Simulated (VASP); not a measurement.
# PtSe2 (Sudovikovite): Sb into a neighbouring Pt vacancy, part 2 of 4

How hard is this move in PtSe2 (Sudovikovite): Sb into a neighbouring Pt vacancy? Both ends are relaxed first, then a band of images between them. The start is a cell from a database of measured crystal structures.

VASP 6.6.1, plane waves and PAW; the level of theory is named at each step.

So far. Step 2 (Relax the host): An edge changed by 15 % against the database cell. Without a dispersion term, weakly bound directions of a crystal swell by this much or more. Step 3 (Relax the host again, on a new basis): The start already met the threshold, so nothing moved.

The database entry behind the starting cell has ideal inner coordinates that were not refined, so it need not match the best structure at ambient conditions.

### 4. Relax the start

This step: PBE, spin-polarised, with small moments to start from; plane waves and PAW (Pt, Sb, Se) (VASP 6.6.1).

System of this step: Sudovikovite. The cell holds 23 atoms: 6 Pt, 1 Sb and 16 Se. Its edges and angles: a = 7.526 Å, b = 7.526 Å, c = 11.596 Å, α = 90.0°, β = 90.0°, γ = 120.0°. It derives from PtSe2 (Sudovikovite). Nearest the centre at fractional (0.000, 0.250, 0.000): Se16 at 1.69 Å, Se13 at 1.71 Å, Sb7 at 1.89 Å, Se9 at 3.11 Å, Se20 at 3.15 Å, Se11 at 3.15 Å, Se22 at 3.15 Å, Pt5 at 3.24 Å.

A path needs two true minima; the start is relaxed with symmetry off.

Contents of INCAR:

```
SYSTEM = SbPt6Se16
PREC = Normal
ENCUT = 280
EDIFF = 1E-05
NELM = 120
ISMEAR = 0
SIGMA = 0.05
LREAL = Auto
ALGO = Fast
GGA = PE
NBANDS = 117
ISPIN = 2
MAGMOM = 0 0 0 0 0 0 0.6 0 0 0 0 0 0.6 0 0 0.6 0 0 0 0 0 0 0
LASPH = .TRUE.
LMAXMIX = 4
LORBIT = 11
LWAVE = .FALSE.
LCHARG = .FALSE.
NCORE = 3
IBRION = 2
NSW = 60
ISIF = 2
EDIFFG = -0.05
POTIM = 0.4
MAXMIX = 40
ISYM = 0
```

Contents of POSCAR:

```
SbPt6Se16
1.0
    7.5262932490      0.0000000000      0.0000000000
   -3.7631466244      6.5179611500      0.0000000000
    0.0000000000      0.0000000000     11.5963344222
Pt Sb Se
6 1 16
Direct
    0.0021788831      0.0025210894      0.5005698992
   -0.0020739287      0.5027780339      0.5007698546
    0.4994646912      0.0017831285      0.0006287718
    0.5008252192      0.0000872121      0.5009429066
    0.4977930432      0.4995001199     -0.0008315029
    0.5016522869      0.5001218851      0.4994956048
   -0.0024723950      0.4992108200      0.0000140427
    0.3345863411      0.1706374293      0.3896485290
    0.3232306583      0.1608703350      0.8876108224
    0.3325392013      0.6673222183      0.3882870602
    0.3372550867      0.6632544931      0.8872609999
    0.8397538797      0.1686510387      0.3890558229
    0.8294389248      0.1616096400      0.8882010724
    0.8317399914      0.6629006054      0.3867338994
    0.8316924293      0.6637677491      0.8877427643
    0.1669749957      0.3334425278      0.1112145586
    0.1696117114      0.3360678295      0.6126411128
    0.1656148592      0.8355783676      0.1112229262
    0.1673585448      0.8300446135      0.6136649172
    0.6646974929      0.3295016171      0.1115463741
    0.6672289579      0.3341703784      0.6103937881
    0.6640301953      0.8339457474      0.1112827561
    0.6684577593      0.8356638767      0.6092441158
```

Contents of KPOINTS:

```
Automatic mesh
0
Gamma
2 2 1
0 0 0
```

The projector-augmented-wave data sets are Pt, Sb and Se (PBE family, release 64).

The run is started by

```
mpirun -np 3 vasp_std
```

The program printed:

```text
[banner, memory and clock lines left out]
running    3 mpi-ranks, on    1 nodes
 distrk:  each k-point on    3 cores,    1 groups
 distr:  one band on    3 cores,    1 groups

 POSCAR found type information on POSCAR PtSbSe
 POSCAR found :  3 types and      23 ions
 LDA part: xc-table for (Slater+PW92), standard interpolation
 POSCAR, INCAR and KPOINTS ok, starting setup
 FFT: planning ... GRIDC
 FFT: planning ... GRID_SOFT
 FFT: planning ... GRID
 WAVECAR not read
 entering main loop
       N       E                     dE             d eps       ncg     rms          rms(c)
DAV:   1     0.654826793811E+03    0.65483E+03   -0.47541E+04  1880   0.728E+02
DAV:   2    -0.573255748653E+02   -0.71215E+03   -0.67335E+03  2252   0.182E+02
DAV:   3    -0.106417133082E+03   -0.49092E+02   -0.47680E+02  2216   0.483E+01
DAV:   4    -0.107148981061E+03   -0.73185E+00   -0.72910E+00  2176   0.640E+00
DAV:   5    -0.107162583643E+03   -0.13603E-01   -0.13589E-01  2200   0.819E-01    0.313E+01
RMM:   6    -0.104325859919E+03    0.28367E+01   -0.38595E+01  1872   0.133E+01    0.226E+01
RMM:   7    -0.101068363539E+03    0.32575E+01   -0.55734E+00  1872   0.552E+00    0.982E+00
RMM:   8    -0.101061096906E+03    0.72666E-02   -0.80071E-01  1872   0.163E+00    0.328E+00
RMM:   9    -0.100991561950E+03    0.69535E-01   -0.23681E-01  1872   0.118E+00    0.146E+00
RMM:  10    -0.100974478460E+03    0.17083E-01   -0.55063E-02  1872   0.502E-01    0.742E-01
RMM:  11    -0.100984095890E+03   -0.96174E-02   -0.13645E-02  1874   0.248E-01    0.448E-01
RMM:  12    -0.100990424661E+03   -0.63288E-02   -0.84770E-03  1873   0.192E-01    0.189E-01
RMM:  13    -0.100991852447E+03   -0.14278E-02   -0.19303E-03  1872   0.952E-02    0.959E-02
RMM:  14    -0.100992201398E+03   -0.34895E-03   -0.53404E-04  1873   0.495E-02    0.430E-02
RMM:  15    -0.100992273068E+03   -0.71669E-04   -0.14716E-04  1795   0.236E-02    0.217E-02
RMM:  16    -0.100992281963E+03   -0.88958E-05   -0.35520E-05  1470   0.115E-02
   1 F= -.10099228E+03 E0= -.10098824E+03  d E =-.100992E+03  mag=     2.0009
 curvature:   0.00 expect dE= 0.000E+00 dE for cont linesearch  0.000E+00
 trial: gam= 0.00000 g(F)=  0.807E+00 g(S)=  0.000E+00 ort = 0.000E+00 (trialstep = 0.100E+01)
 search vector abs. value=  0.807E+00
 bond charge predicted
       N       E                     dE             d eps       ncg     rms          rms(c)
DAV:   1    -0.101430415702E+03   -0.43814E+00   -0.31136E+01  1982   0.117E+01    0.233E+00
RMM:   2    -0.101557179463E+03   -0.12676E+00   -0.14161E+00  1872   0.248E+00    0.583E-01
RMM:   3    -0.101576172385E+03   -0.18993E-01   -0.16520E-01  1872   0.964E-01    0.615E-01
RMM:   4    -0.101577617420E+03   -0.14450E-02   -0.24230E-02  1884   0.388E-01    0.491E-01
RMM:   5    -0.101577640587E+03   -0.23167E-04   -0.62630E-03  1874   0.200E-01    0.128E-01
RMM:   6    -0.101577729829E+03   -0.89243E-04   -0.14605E-03  1897   0.990E-02    0.640E-02
RMM:   7    -0.101577711346E+03    0.18484E-04   -0.37401E-04  1905   0.453E-02    0.276E-02
RMM:   8    -0.101577710854E+03    0.49141E-06   -0.16294E-04  1799   0.258E-02    0.121E-02
RMM:   9    -0.101577713902E+03   -0.30475E-05   -0.33020E-05  1435   0.132E-02
   2 F= -.10157771E+03 E0= -.10157197E+03  d E =-.585432E+00  mag=     2.0004
[... from here on, the cycles between the ionic steps are left out ...]
   3 F= -.10179659E+03 E0= -.10178813E+03  d E =-.804313E+00  mag=     1.9993
   4 F= -.10186222E+03 E0= -.10185513E+03  d E =-.656237E-01  mag=     1.9983
   5 F= -.10187971E+03 E0= -.10187358E+03  d E =-.831198E-01  mag=     1.9981
   6 F= -.10192056E+03 E0= -.10191565E+03  d E =-.408505E-01  mag=     1.9987
   7 F= -.10196208E+03 E0= -.10195547E+03  d E =-.823631E-01  mag=     2.0248
   8 F= -.10196429E+03 E0= -.10195638E+03  d E =-.845763E-01  mag=     2.0911
   9 F= -.10198448E+03 E0= -.10197836E+03  d E =-.201881E-01  mag=     2.4803
  10 F= -.10198582E+03 E0= -.10197997E+03  d E =-.215289E-01  mag=     2.4998
  11 F= -.10198598E+03 E0= -.10198006E+03  d E =-.216852E-01  mag=     2.4939
  12 F= -.10199362E+03 E0= -.10198785E+03  d E =-.763939E-02  mag=     2.4982
  13 F= -.10199384E+03 E0= -.10198809E+03  d E =-.786343E-02  mag=     2.5015
 curvature:  -2.94 expect dE=-0.635E-02 dE for cont linesearch -0.391E-06
 trial: gam= 0.21666 g(F)=  0.216E-02 g(S)=  0.000E+00 ort =-0.400E-04 (trialstep = 0.241E+01)
 search vector abs. value=  0.271E-02
 bond charge predicted
       N       E                     dE             d eps       ncg     rms          rms(c)
DAV:   1    -0.101993682926E+03    0.15473E-03   -0.62402E-01  1900   0.163E+00    0.238E-01
RMM:   2    -0.101995474919E+03   -0.17920E-02   -0.22801E-02  1872   0.333E-01    0.135E-01
RMM:   3    -0.101995901759E+03   -0.42684E-03   -0.26684E-03  1872   0.132E-01    0.963E-02
RMM:   4    -0.101996024066E+03   -0.12231E-03   -0.78799E-04  1872   0.675E-02    0.664E-02
RMM:   5    -0.101996030551E+03   -0.64852E-05   -0.18267E-04  1841   0.348E-02    0.326E-02
RMM:   6    -0.101996035648E+03   -0.50969E-05   -0.48424E-05  1593   0.177E-02
  14 F= -.10199604E+03 E0= -.10199041E+03  d E =-.219635E-02  mag=     2.5046
 trial-energy change:   -0.002196  1 .order   -0.002269   -0.005176    0.000639
 step:   2.1251(harm=  2.1437)  dis= 0.00765  next Energy=  -101.996073 (dE=-0.223E-02)
 reached required accuracy - stopping structural energy minimisation
```

Wall time 5 min (3 MPI ranks of Intel Xeon 6975P-C (Granite Rapids), shared host); peak memory 0.58 GiB; 13 min of CPU time.

Parts of OUTCAR (step 4):

```text
 Found      4 irreducible k-points:

   k-points           NKPTS =      4   k-points in BZ     NKDIM =      4   number of bands    NBANDS=    117

   dimension x,y,z NGX =    32 NGY =   32 NGZ =   48
   dimension x,y,z NGXF=    64 NGYF=   64 NGZF=   96

   ENCUT  =  280.0 eV  20.58 Ry    4.54 a.u.  10.27 10.27 15.82*2*pi/ulx,y,z

   NELECT =     161.0000    total number of electrons

 E-fermi :   4.0496

 spin component 1
 k-point     1 :       0.0000    0.0000    0.0000
  band No.  band energies     occupation
    ...
     77       3.3718      1.00000
     78       3.6046      1.00000
     79       3.6772      1.00000
     80       3.7221      1.00000
     81       3.9552      0.99618
     82       4.1278      0.01340
     83       4.1818      0.00009
     84       5.3308      0.00000
     85       5.5143      0.00000
     86       5.5754      0.00000
    ...

 k-point     2 :       0.5000    0.0000    0.0000
  band No.  band energies     occupation
    ...
     78       3.2032      1.00000
     79       3.6037      1.00000
     80       3.6343      1.00000
     81       3.7075      1.00000
     82       3.7673      1.00000
     83       4.6574      0.00000
     84       4.7214      0.00000
     85       4.8082      0.00000
     86       5.0581      0.00000
     87       5.1628      0.00000
    ...

 k-point     3 :       0.0000    0.5000    0.0000
  band No.  band energies     occupation
    ...
     78       3.2970      1.00000
     79       3.4761      1.00000
     80       3.5600      1.00000
     81       3.6401      1.00000
     82       3.6923      1.00000
     83       4.5159      0.00000
     84       4.5467      0.00000
     85       4.9710      0.00000
     86       5.1349      0.00000
     87       5.1930      0.00000
    ...

 k-point     4 :       0.5000    0.5000    0.0000
  band No.  band energies     occupation
    ...
     79       3.4743      1.00000
     80       3.5635      1.00000
     81       3.6431      1.00000
     82       3.6824      1.00000
     83       4.5135      0.00000
     84       4.5514      0.00000
     85       4.9704      0.00000
     86       5.1300      0.00000
     87       5.1974      0.00000
     88       5.3362      0.00000
    ...

  Total       -1.7586490     -2.7202105     -3.8980828      0.7699089      0.1792181      0.2740386
  in kB       -4.9530888     -7.6612469    -10.9786263      2.1683844      0.5047529      0.7718068
  external PRESSURE =      -7.8643207 kB  Pullay stress =       0.0000000 kB

  energy-cutoff  :      280.00
  volume of cell :      568.87
      direct lattice vectors                 reciprocal lattice vectors
     7.526293249  0.000000000  0.000000000     0.132867531  0.076711105  0.000000000
    -3.763146624  6.517961150  0.000000000     0.000000000  0.153422209  0.000000000
     0.000000000  0.000000000 11.596334422     0.000000000  0.000000000  0.086234146

 POSITION                                       TOTAL-FORCE (eV/Angst)
 -----------------------------------------------------------------------------------
      0.00506      0.00590      5.80019        -0.006315      0.003373     -0.015377
     -1.87587      3.26555      5.79969        -0.000599      0.004199     -0.002604
     -0.00900      6.50735     11.59174        -0.023668      0.013005      0.012473
      3.76803      0.00499      5.80099         0.001611      0.023340     -0.002699
      1.87383      3.25150     11.59231         0.009320     -0.012130     -0.017629
      1.88756      3.26427      5.80207        -0.004261      0.009314     -0.025985
      5.63576      3.24167     11.58837         0.023584      0.025064     -0.012985
      1.88811      1.09293      4.49286         0.003090      0.000818     -0.007208
      2.00759      1.15414     10.18787         0.021620      0.020129     -0.018447
      0.01061      4.35513      4.46657         0.002853     -0.008934     -0.005128
      0.11709      4.40882     10.19387        -0.011615     -0.015279     -0.005574
      5.64609      1.09557      4.49866        -0.003938     -0.010542      0.005376
      5.53731      0.99683     10.09476         0.006932     -0.013037     -0.003701
      3.76815      4.34625      4.49603         0.000723      0.003544      0.025169
      3.63802      4.27117     10.08365        -0.006570      0.009752      0.010480
      0.10842      2.23005      1.50352         0.006543     -0.010372      0.000376
      0.00480      2.18276      7.10179        -0.001175     -0.000442      0.001823
     -1.79503      5.49460      1.48645         0.002161      0.007654     -0.007248
     -1.87474      5.43586      7.10193         0.012632     -0.006958     -0.004340
      3.63343      2.09396      1.39035        -0.017246     -0.021411      0.030042
      3.76560      2.17651      7.13445        -0.003479     -0.005382      0.008336
      1.72951      5.34156      1.40568        -0.013047     -0.011820      0.019126
      1.88561      5.43738      7.10773         0.000844     -0.003887      0.015727
 -----------------------------------------------------------------------------------
    total drift:                               -0.010147     -0.009540     -0.001277

  FREE ENERGIE OF THE ION-ELECTRON SYSTEM (eV)
  ---------------------------------------------------
  free  energy   TOTEN  =      -101.9960356480 eV

  energy  without entropy=     -101.9847852861  energy(sigma->0) =     -101.99041047

 total charge
# of ion       s       p       d       tot
------------------------------------------
    1        0.667   0.670   7.970   9.306
    2        0.666   0.666   7.977   9.309
    3        0.655   0.685   7.942   9.283
    4        0.666   0.670   7.977   9.313
    5        0.655   0.685   7.944   9.284
    6        0.666   0.669   7.976   9.312
    7        1.129   1.049   0.114   2.292
    8        1.482   2.218   0.057   3.758
    9        1.493   2.173   0.039   3.705
   10        1.496   2.188   0.056   3.740
   11        1.487   2.231   0.050   3.768
   12        1.480   2.223   0.057   3.760
   13        1.494   2.204   0.030   3.728
   14        1.480   2.222   0.057   3.759
   15        1.494   2.202   0.030   3.727
   16        1.494   2.203   0.030   3.727
   17        1.480   2.222   0.057   3.760
   18        1.494   2.202   0.030   3.726
   19        1.480   2.223   0.057   3.760
   20        1.487   2.232   0.050   3.769
   21        1.496   2.187   0.056   3.740
   22        1.493   2.173   0.039   3.706
   23        1.483   2.218   0.058   3.758
--------------------------------------------------
tot         28.918  40.415  48.655 117.988

 magnetization (x)
# of ion       s       p       d       tot
------------------------------------------
    1       -0.000   0.000  -0.003  -0.003
    2        0.001   0.003  -0.002   0.002
    3       -0.004  -0.002   0.051   0.045
    4        0.000   0.002  -0.002   0.001
    5       -0.004  -0.002   0.049   0.043
    6        0.000   0.002  -0.002   0.000
    7       -0.006  -0.007   0.000  -0.013
    8       -0.001  -0.002  -0.000  -0.003
    9        0.007   0.304   0.000   0.312
   10       -0.000   0.011   0.001   0.011
   11       -0.000  -0.002  -0.000  -0.003
   12       -0.000  -0.002  -0.000  -0.002
   13        0.006   0.232   0.000   0.239
   14       -0.000  -0.002   0.000  -0.002
   15        0.006   0.239   0.000   0.245
   16        0.006   0.238   0.000   0.244
   17       -0.000  -0.001   0.000  -0.002
   18        0.006   0.237   0.000   0.243
   19       -0.000  -0.002  -0.000  -0.002
   20        0.000  -0.002  -0.000  -0.002
   21       -0.000   0.010   0.001   0.011
   22        0.007   0.309   0.000   0.317
   23       -0.001  -0.002  -0.000  -0.003
--------------------------------------------------
tot          0.023   1.563   0.094   1.680

[... 1 part as in an earlier step ...]

[... 7 further parts left out ...]
```

Step by step:

```
step  energy less that of the first step (eV)  largest force (eV/Å)
   1                                   0.0000                2.2796
   2                                  -0.5854                0.9486
   3                                  -0.8043                0.4703
   4                                  -0.8699                0.3101
   5                                  -0.8874                0.2974
   6                                  -0.9283                0.2620
   7                                  -0.9698                0.1800
   8                                  -0.9720                0.1986
   9                                  -0.9922                0.1140
  10                                  -0.9935                0.1185
  11                                  -0.9937                0.1479
  12                                  -1.0013                0.1308
  13                                  -1.0016                0.1369
  14                                  -1.0038                0.0407
```

The atoms that moved most (Å):

| atom | dx | dy | dz | length |
| --- | --- | --- | --- | --- |
| Se15 | -0.124 | -0.055 | -0.211 | 0.251 |
| Se16 | 0.107 | 0.057 | 0.214 | 0.246 |
| Se13 | -0.097 | -0.057 | -0.205 | 0.234 |
| Se9 | 0.180 | 0.106 | -0.105 | 0.234 |
| Se18 | 0.103 | 0.048 | 0.197 | 0.227 |
| Se22 | -0.130 | -0.094 | 0.115 | 0.197 |
| Se20 | -0.129 | -0.054 | 0.097 | 0.170 |
| Se11 | 0.075 | 0.086 | -0.095 | 0.148 |

The relaxed structure:

```cif
data_structure
_symmetry_space_group_name_H-M 'P 1'
_symmetry_Int_Tables_number 1
_cell_length_a 7.5263
_cell_length_b 7.5263
_cell_length_c 11.5963
_cell_angle_alpha 90.000
_cell_angle_beta 90.000
_cell_angle_gamma 120.000
_cell_volume 568.87
loop_
_atom_site_label
_atom_site_type_symbol
_atom_site_fract_x
_atom_site_fract_y
_atom_site_fract_z
_atom_site_occupancy
Pt1 Pt 0.00112 0.00090 0.50017 1
Pt2 Pt 0.00126 0.50101 0.50013 1
Pt3 Pt 0.49799 0.99837 0.99960 1
Pt4 Pt 0.50103 0.00076 0.50024 1
Pt5 Pt 0.49840 0.49885 0.99965 1
Pt6 Pt 0.50120 0.50081 0.50034 1
Sb7 Sb 0.99748 0.49734 0.99931 1
Se8 Se 0.33471 0.16768 0.38744 1
Se9 Se 0.35528 0.17707 0.87854 1
Se10 Se 0.33550 0.66817 0.38517 1
Se11 Se 0.35376 0.67641 0.87906 1
Se12 Se 0.83422 0.16808 0.38794 1
Se13 Se 0.81220 0.15294 0.87051 1
Se14 Se 0.83407 0.66681 0.38771 1
Se15 Se 0.81102 0.65529 0.86956 1
Se16 Se 0.18547 0.34214 0.12965 1
Se17 Se 0.16808 0.33488 0.61242 1
Se18 Se 0.18300 0.84299 0.12818 1
Se19 Se 0.16790 0.83398 0.61243 1
Se20 Se 0.64339 0.32126 0.11990 1
Se21 Se 0.66729 0.33392 0.61523 1
Se22 Se 0.63955 0.81951 0.12122 1
Se23 Se 0.66764 0.83421 0.61293 1
```

This step gave:

```yaml
electronic_cycles: 111
electrons: 161
free_energy_toten: -101.9960 eV
energy_at_zero_smearing: -101.9904 eV
fermi_energy: 4.050 eV
moment_of_the_cell_from_the_last_line_of_the_log: 2.505 μB
labelled_metallic_from_the_levels_on_this_mesh: yes
```

Spin moment in the PAW sphere by atom:

| atom | spin moment in the PAW sphere (μB) |
| --- | --- |
| Pt1 | -0.003 |
| Pt2 | 0.002 |
| Pt3 | 0.045 |
| Pt4 | 0.001 |
| Pt5 | 0.043 |
| Pt6 | 0.000 |
| Sb7 | -0.013 |
| Se8 | -0.003 |
| Se9 | 0.312 |
| Se10 | 0.011 |
| Se11 | -0.003 |
| Se12 | -0.002 |
| Se13 | 0.239 |
| Se14 | -0.002 |
| Se15 | 0.245 |
| Se16 | 0.244 |
| Se17 | -0.002 |
| Se18 | 0.243 |
| Se19 | -0.002 |
| Se20 | -0.002 |
| Se21 | 0.011 |
| Se22 | 0.317 |
| Se23 | -0.003 |

The run ended after 14 ionic steps, 1.004 eV below its first step, once the forces on the free atoms met EDIFFG = -0.05.

(Part 2 of 4 ends here.)

[Lines on the potential files, build, host, timing and source positions are cut from VASP's logs without a mark.]

[Logs are printed without paths, hosts, clocks, repeated set-up lines and the standing remarks that a program may print on its own settings, such as how far it seeks lower states.]

[Hosts, paths, dates, database ids (printed as entryN), source tags and the programs' standing remarks are cut or masked in the printed files.]

[Runs that stopped without an error message from VASP are left out.]
